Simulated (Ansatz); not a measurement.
## Ti3O4: relaxation of cell and atoms with PBEsol

The system is Ti3O4.

```
Ti O
1.0
    -2.06591    2.06591    4.08913
     2.06591   -2.06591    4.08913
     2.06591    2.06591   -4.08913
Ti O
3 4
Direct
  0.75000 0.25000 0.50000
  0.50000 0.50000 0.00000
  0.25000 0.75000 0.50000
  0.75588 0.75588 0.00000
  0.50000 0.00000 0.50000
  0.24412 0.24412 0.00000
  0.00000 0.50000 0.50000
```

The cell comes from a database or a generator and needn't be the stable form of this composition.

```json
{
 "Program": "Ansatz 0.2.0",
 "Task": "relaxation of cell and atoms",
 "Functional": "PBEsol",
 "Potentials or basis": "Ansatz PAW",
 "Cutoff": "420 eV (not typed: the program's choice for these potentials)",
 "k mesh": "9 × 9 × 9",
 "Occupations": "fermi-dirac, width 0.05 eV",
 "Spin": "no spin polarisation",
 "Target pressure": "30 GPa",
 "Target pressure (GPa)": "30"
}
```

```json
{"Relaxed volume": "8.77 Å³/atom", "Relaxed cell": "a = 4.806 Å, b = 4.806 Å, c = 4.806 Å, α = 131.24°, β = 131.24°, γ = 71.44°", "Space group after relaxing (to 0.05 Å)": "I4/mmm (No. 139)", "Energy change on relaxing (the enthalpy is what falls)": "+76.0 meV/atom", "Ionic steps": "8", "Pressure after relaxing": "30.0 GPa", "Band gap on the k mesh": "none (metal or under the smearing width)"}
```

Step by step:
```
step  energy change (eV)  largest force (eV/Å)  volume (Å³)
   1              0.0000                0.0103        69.81
   2              0.3785                0.1021        62.20
   3              0.5143                0.0337        61.41
   4              0.4923                0.0116        61.52
   5              0.4918                0.0015        61.53
   6              0.5120                0.0035        61.53
   7              0.5314                0.0002        61.42
   8              0.5320                0.0002        61.42
```

Final structure:
```
Ti O
1.0
    -1.98381    1.98381    3.90163
     1.98381   -1.98381    3.90163
     1.98381    1.98381   -3.90163
Ti O
3 4
Direct
  0.75000 0.25000 0.50000
  0.50000 0.50000 0.00000
  0.25000 0.75000 0.50000
  0.76487 0.76487 0.00000
  0.50000 0.00000 0.50000
  0.23513 0.23513 0.00000
  0.00000 0.50000 0.50000
```

Levels at points of the mesh, in eV from the Fermi level:
| k point | band 29 | band 30 | band 31 | band 32 | band 33 | band 34 |
| --- | --- | --- | --- | --- | --- | --- |
| (0.00, 0.00, 0.00) | -3.36 | -0.87 | -0.87 | 0.48 | 0.66 | 0.66 |

It took 24 s on 4 threads of Arm Neoverse V2 (shared host), peak memory 0.46 GiB.

Caveat: the plane-wave basis is chosen anew once the cell has moved, so the energies of steps on either side of that aren't comparable; the pressure holds a Pulay correction of +0.8 GPa for the finite cutoff; semilocal functionals often make such compounds metallic where correlation or magnetic order opens a gap, which also shifts bond lengths; the PAW data sets come from PBE, with cores solved anew for the run's functional, which leaves a small shift of forces and pressure.
